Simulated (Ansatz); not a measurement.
Runs of Ansatz 0.2.0 on AlCu. Symmetry: Pm-3m, No. 221, cubic system. The conventional cell has a = 2.998 Å, b = 2.998 Å, c = 2.998 Å, α = 90.00°, β = 90.00°, γ = 90.00°. Cu (site symmetry m-3m) is surrounded by 8 Al at 2.60 Å. Around Al (site symmetry m-3m) lie 8 Cu at 2.60 Å. The cell comes from a database or a generator and needn't be the stable form of this composition.

```tsv
task	level	cell	gap on the mesh (eV)	pressure (GPa)	relaxed volume (Å³/atom)
relaxation of cell and atoms	PBE0	relaxed	none	0.0	13.91
single point	PBE0	as given	none	(a)	-
single point	PBEsol0	as given	none	-0.4	-
relaxation of cell and atoms	PBEsol0	relaxed	none	0.0	13.42
```

Alike in all rows: potentials or basis Ansatz PAW; no spin polarisation; k mesh 5 × 5 × 5; cutoff (eV) 420; smearing fermi-dirac 0.05 eV; the mesh is coarse, so values aren't converged.

Q: Fill in the values left out.

A: (a) 2.7.

Caveats: all runs use coarse meshes; the PAW data sets come from PBE, with cores solved anew for the run's functional, which leaves a small shift of forces and pressure; the plane-wave basis is chosen anew once the cell has moved, so the energies of steps on either side of that aren't comparable (some runs); the thresholds are loose for stress (some runs).

A gap of «none» marks a metal or a gap under the smearing width.
